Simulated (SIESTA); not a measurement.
## CuO: equation of state with LDA

Crystal: CuO.

```
Cu O
1.0
     2.87950    0.00000    0.00000
     0.03907    2.87928    0.00000
     0.01750    0.01724    5.17634
Cu O
2 2
Direct
  0.00000 0.50000 0.00000
  0.50000 0.00000 0.50000
  0.99842 0.00167 0.74989
  0.00158 0.99833 0.25011
```

The cell comes from a database or a generator and needn't be the stable form of this composition.

```yaml
Program: SIESTA 5.4.2
Task: equation of state
Functional: LDA
Potentials_or_basis: PseudoDojo 0.4 standard (LDA files)
Basis: DZP (energy shift 0.003 Ry; two zetas on semicore shells)
Grid_cutoff: 800 Ry
Energy_shift: 0.003 Ry
k_mesh: 9 × 9 × 5
Occupations: fermi-dirac, width 0.05 eV
Spin: no spin polarisation
```

```json
{
 "Equilibrium volume": "10.33 Å³/atom",
 "Bulk modulus at fixed shape and positions": "193 GPa",
 "Pressure derivative of the bulk modulus": "4.8"
}
```

Energy against volume, from the lowest point:
```csv
volume (Å³/atom),energy (meV/atom)
10.085,3.54
10.300,0.00
10.515,1.91
10.729,8.64
10.944,19.69
11.158,34.52
11.373,52.73
```

All runs of the series together: 5.4 min on 1 thread of Intel(R) Xeon(R) 6975P-C (Granite Rapids), on a shared host.

Caveat: short orbitals over semicore shells can move pressures by several GPa; the cell was scaled at fixed shape and fractional positions, which overstates the stiffness of a crystal with free parameters, most of all of layers and chains; the basis of atomic orbitals isn't converged, which shifts pressures, moduli and gaps; the run has no spin polarisation, though such a crystal can be magnetic.
